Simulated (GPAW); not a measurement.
# MoSe2 (P6_3/mmc) in GPAW: single point with PBE

Aim: the single point of MoSe2 with PBE.

Program: GPAW 26.7.0. These are calculated values, not measurements. Logs are shortened: lines on timing, memory, paths and dates and some standing lists are left out, and cuts for length are marked. The log counts tension as positive stress, the text compression.

**1. Starting point**

Symmetry: P6_3/mmc, No. 194, hexagonal system. Conventional cell: a = 3.288 Å, b = 3.288 Å, c = 12.900 Å, α = 90.00°, β = 90.00°, γ = 120.00°. Mo (site symmetry -6m2) is surrounded by 6 Se at 2.49 Å. Se (site symmetry 3m) is surrounded by 3 Mo at 2.49 Å.

**2. Single point, PBE**

run.py reads:

```python
from ase import Atoms
from ase.dft.bandgap import bandgap
from ase.io import write
from ase.units import GPa
from gpaw import GPAW, PW

atoms = Atoms(['Mo', 'Mo', 'Se', 'Se', 'Se', 'Se'],
              cell=[[3.288, 0.0, 0.0],
                    [-1.644, 2.8474915276, 0.0],
                    [0.0, 0.0, 12.9]],
              scaled_positions=[[0.6666666667, 0.3333333333, 0.75],
                                [0.3333333333, 0.6666666667, 0.25],
                                [0.6666666667, 0.3333333333, 0.375],
                                [0.3333333333, 0.6666666667, 0.875],
                                [0.6666666667, 0.3333333333, 0.125],
                                [0.3333333333, 0.6666666667, 0.625]],
              pbc=True)

calc = GPAW(mode=PW(450),
            xc='PBE',
            kpts={'size': (8, 8, 2), 'gamma': True},
            occupations={'name': 'fermi-dirac', 'width': 0.05},
            nbands=46,
            maxiter=120,
            txt='gpaw.txt')
atoms.calc = calc
energy = atoms.get_potential_energy()
forces = atoms.get_forces()
stress = atoms.get_stress()
calc.write('gs.gpw')
write('result.traj', atoms)
print(f'Energy: {energy:.6f} eV')
print('Forces (eV/A):')
print(forces.round(4))
print('Stress (GPa):', (stress / GPa).round(3))
print('Fermi level:', round(calc.get_fermi_level(), 4), 'eV')
print(f'Gap: {bandgap(calc)[0]:.4f} eV, direct: {bandgap(calc, direct=True)[0]:.4f} eV')
```

Potentials or basis: GPAW PAW data sets (gpaw-data 1.2.1), pw.

Launch:

```
OMP_NUM_THREADS=1 python run.py
```

gpaw.txt:

```text
__  _  _
 | _ |_)|_||  |
 |__||  | ||/\| - 26.7.0

Input parameters:
  mode=PW(ecut=450.00000000000006),
  kpts=MonkhorstPack(size=(8, 8, 2), gamma=True),
  maxiter=120,
  nbands=46,
  occupations=Occupations(name='fermi-dirac', width=0.05),
  xc=XC(name='PBE')

Diagonalizing LCAO Hamiltonian
Converting LCAO to pw mode

        Se

           Mo

        Se

           Se

        Mo

           Se

Atoms  # Å, Bohr magnetons
|   | symbol |         x |        y |         z |    initial magnetic moments |
|---|--------|-----------|----------|-----------|-----------------------------|
| 0 |     Mo |  1.644000 | 0.949164 |  9.675000 | ( 0.0000,  0.0000,  0.0000) |
| 1 |     Mo | -0.000000 | 1.898328 |  3.225000 | ( 0.0000,  0.0000,  0.0000) |
| 2 |     Se |  1.644000 | 0.949164 |  4.837500 | ( 0.0000,  0.0000,  0.0000) |
| 3 |     Se | -0.000000 | 1.898328 | 11.287500 | ( 0.0000,  0.0000,  0.0000) |
| 4 |     Se |  1.644000 | 0.949164 |  1.612500 | ( 0.0000,  0.0000,  0.0000) |
| 5 |     Se | -0.000000 | 1.898328 |  8.062500 | ( 0.0000,  0.0000,  0.0000) |

Unit cell  # Å
| periodic |         x |        y |         z |   lengths |     angles |
|----------|-----------|----------|-----------|-----------|------------|
|      yes |  3.288000 | 0.000000 |  0.000000 |  3.288000 |  90.000000 |
|      yes | -1.644000 | 2.847492 |  0.000000 |  3.288000 |  90.000000 |
|      yes |  0.000000 | 0.000000 | 12.900000 | 12.900000 | 120.000000 |

Number of symmetries: 12
Symmetry operations  # r_c * U_cc + t_c -> r_c
|    | kind |            matrix            |
|----|------|------------------------------|
|  0 |  σ   |  1, 1, 0,  0,-1, 0,  0, 0, 1 |
|  1 |  S6  |  1, 1, 0, -1, 0, 0,  0, 0,-1 |
|  2 |  E   |  1, 0, 0,  0, 1, 0,  0, 0, 1 |
|  3 |  C2  |  1, 0, 0, -1,-1, 0,  0, 0,-1 |
|  4 |  C2  |  0, 1, 0,  1, 0, 0,  0, 0,-1 |
|  5 |  C3  |  0, 1, 0, -1,-1, 0,  0, 0, 1 |
|  6 |  S6  |  0,-1, 0,  1, 1, 0,  0, 0,-1 |
|  7 |  σ   |  0,-1, 0, -1, 0, 0,  0, 0, 1 |
|  8 |  σ   | -1, 0, 0,  1, 1, 0,  0, 0, 1 |
|  9 |  i   | -1, 0, 0,  0,-1, 0,  0, 0,-1 |
| 10 |  C3  | -1,-1, 0,  1, 0, 0,  0, 0, 1 |
| 11 |  C2  | -1,-1, 0,  0, 1, 0,  0, 0,-1 |

BZ-sampling:
  Number of BZ points: 128
  Number of IBZ points: 20

  Monkhorst-Pack size: [8, 8, 2]
  Monkhorst-Pack shift: [0.0625, 0.0625, 0.25]

K-points  # in reciprocal-cell coordinates
|     |                                coordinates |     weight |
|-----|--------------------------------------------|------------|
|   0 | (  0.00000000,   0.00000000,   0.00000000) | 0.00781250 |
|   1 | (  0.00000000,   0.00000000,   0.50000000) | 0.00781250 |
|   2 | (  0.12500000,   0.00000000,   0.00000000) | 0.04687500 |
|   3 | (  0.12500000,   0.00000000,   0.50000000) | 0.04687500 |
|   4 | (  0.25000000,  -0.12500000,   0.00000000) | 0.04687500 |
|   5 | (  0.25000000,  -0.12500000,   0.50000000) | 0.04687500 |
|   6 | (  0.25000000,   0.00000000,   0.00000000) | 0.04687500 |
|   7 | (  0.25000000,   0.00000000,   0.50000000) | 0.04687500 |
|   8 | (  0.37500000,  -0.12500000,   0.00000000) | 0.09375000 |
|   9 | (  0.37500000,  -0.12500000,   0.50000000) | 0.09375000 |
| ... |                                            |            |
|  19 | (  0.50000000,   0.50000000,   0.50000000) | 0.02343750 |

Plane wave coefficients: 2633
Cutoff: 450.00000000000006 eV

Spin-components: 1 (collinear spins)
Bands:           46
Projectors:      32
Spin-degeneracy: 2
Datatype:        complex128

Parallelization:
  kpt:    1
  domain: 1
  band:   1

Density:
  Valence electrons: 52.0
  Components: 1
  Grid points: [18 18 64]
  Charge: 0.0  # |e|

Potential:
  Grid points: [18 18 64]

species:
  Mo:
    name:    Molybdenum
    Z:       42.0
    valence: 14
    core:    28
    charge:  0.0  # [|e|]
    compensation charges:
      type: gauss
      rc: 0.38  # [Å]
      lmax: 2
    cutoffs:
      filter: 2.16  # [Å]
      core: 1.42  # [Å]
    projectors
    | kind |    occ | energy [eV] | rcut [Å] |
    |------|--------|-------------|----------|
    |   4s |  2.000 |     -64.307 |    1.238 |
    |   5s |  1.000 |      -4.084 |    1.238 |
    |   4p |  6.000 |     -38.491 |    1.296 |
    |   5p |  0.000 |      -1.044 |    1.296 |
    |   4d |  5.000 |      -3.754 |    1.296 |
    |    d |        |      23.458 |    1.296 |

    Using partial waves for Mo as LCAO basis

  Se:
    name:    Selenium
    Z:       34.0
    valence: 6
    core:    28
    charge:  0.0  # [|e|]
    compensation charges:
      type: gauss
      rc: 0.27  # [Å]
      lmax: 2
    cutoffs:
      filter: 1.77  # [Å]
      core: 2.67  # [Å]
    projectors
    | kind |    occ | energy [eV] | rcut [Å] |
    |------|--------|-------------|----------|
    |   4s |  2.000 |     -17.277 |    0.847 |
    |   4p |  4.000 |      -6.512 |    1.005 |
    |    s |        |       9.935 |    0.847 |
    |    p |        |      20.699 |    1.005 |
    |    d |        |       0.000 |    0.847 |

    Using partial waves for Se as LCAO basis

Reference energy: -484682.273785  # eV

eigensolver:
  PPCG
  Converge bands: occupied
  niter=2

density mixing:
  MSR1-Mixer
  Pratt-step length: 0.05
  Maximum mixing coefficient: 0.75
  Old densities: 10
  SVD Regularization: 0.005
  Good broyden scale: 1.0
  Trust region scale: 1.0
  Backstep threshold: 4.0
  History deletion threshold: 6.0
  Fourier metric: weight=20.0, sigma=0.015

occupation numbers:
  Fermi-Dirac:
    width: 0.0500  # eV

poisson solver:
  ecut: 3600.0000000000005  # eV

xc functional:
  name: PBE with 2 nearest neighbor stencil

convergence criteria:
- Maximum [total energy] change in last 3 cyles: 0.0005 eV / valence electron
- Maximum integral of absolute [dens]ity change: 0.0001 electrons / valence electron
- Maximum integral of absolute [eigenst]ate change: 4e-08 eV^2 / valence electron
maximum number of iterations: 120

SCF iterations
|iter     | |      energy | eigst |  dens |
|---------|-|-------------|-------|-------|
|iter:   1| |  -42.318519 | +0.42 |       |
|iter:   2| |  -41.779358 | -1.45 | -1.04 |
|iter:   3| |  -40.495823 | -1.38 | -1.10 |
|iter:   4| |  -40.344938 | -2.00 | -1.44 |
|iter:   5| |  -40.353395 | -2.76 | -1.82 |
|iter:   6| |  -40.369308c| -3.02 | -2.02 |
|iter:   7| |  -40.333385 | -3.26 | -2.05 |
|iter:   8| |  -40.333415 | -5.14 | -3.13 |
|iter:   9| |  -40.333422c| -6.07 | -3.54 |
|iter:  10| |  -40.333422c| -7.41c| -4.38c|

Converged in 10 steps
Energy contributions relative to reference atoms: (reference = -484682.273785)

Energy contributions:
  Kinetic:          29.492865
  Coulomb:         -35.612886
  Zero:             -0.785395
  External:          0.000000
  Xc:              -33.428002
  Entropy:          -0.000006
  Spinorbit:         0.000000
  ----------------------------
  Free energy:     -40.333425
  Extrapolated:    -40.333422

dipole moment: (0.000025, 0.000043, 0.000193)  # |e|*Ang

Fermi level: 8.844
Eigenvalues  # (at kpt = [0.000, 0.000, 0.000])
| band index |      eig [eV] | occ [0-2] |
|------------|---------------|-----------|
|          0 |       -52.893 |     2.000 |
|        ... |               |           |
|         18 |         5.536 |     2.000 |
|         19 |         6.592 |     2.000 |
|         20 |         6.592 |     2.000 |
|         21 |         6.631 |     2.000 |
|         22 |         6.631 |     2.000 |
|         23 |         7.365 |     2.000 |
[... 8 lines left out ...]
|         32 |        11.307 |     0.000 |
|         33 |        11.307 |     0.000 |
|        ... |               |           |
|         45 |        20.960 |     0.000 |

Gap: 0.928 eV
Transition (v -> c):
  (s=0, k=0, n=25, [0.00, 0.00, 0.00]) -> (s=0, k=8, n=26, [0.38, -0.12, 0.00])
Direct/indirect transitions are different
Direct gap: 1.621 eV
Transition at: (s=0, k=12, n=25, [0.38, 0.38, 0.00])

Forces  # eV/Ang
|        x |        y |        z |
|----------|----------|----------|
| -0.00000 | -0.00000 | -0.00016 |  # Mo   0
|  0.00000 |  0.00000 |  0.00016 |  # Mo   1
|  0.00000 |  0.00000 |  1.10001 |  # Se   2
| -0.00000 |  0.00000 |  1.09877 |  # Se   3
|  0.00000 | -0.00000 | -1.09877 |  # Se   4
| -0.00000 |  0.00000 | -1.10001 |  # Se   5

Stress tensor  # eV/Ang^3
|         x |         y |         z |
|-----------|-----------|-----------|
| -0.037059 |  0.000000 |  0.000000 |
|  0.000000 | -0.037059 |  0.000000 |
|  0.000000 |  0.000000 | -0.070826 |

# Writing to gs.gpw (mode='')
```

Run time: 56 s. Hardware: 1 thread of Arm Neoverse V1, shared host; peak memory 0.21 GiB.

What came out:

- Free energy: -40.3334 eV
- Pressure: 7.7 GPa
- Largest force: 1.100 eV/Å
- Band gap on the k mesh: 0.93 eV, indirect (least direct gap 1.62 eV)

Forces on the atoms (eV/Å):
```
Mo   0.000  0.000  0.000
Mo   0.000  0.000  0.000
Se   0.000  0.000  1.100
Se   0.000  0.000  1.099
Se   0.000  0.000 -1.099
Se   0.000  0.000 -1.100
```

Caveat: the cutoff is short for stress and forces, so pressures can be off by a GPa or more; the cell's inner coordinates are idealised or old, which leaves forces on the atoms; this functional lacks dispersion, which binds the layers, so the pressure and a relaxed spacing across them are unreliable. A k mesh can miss the band edges.
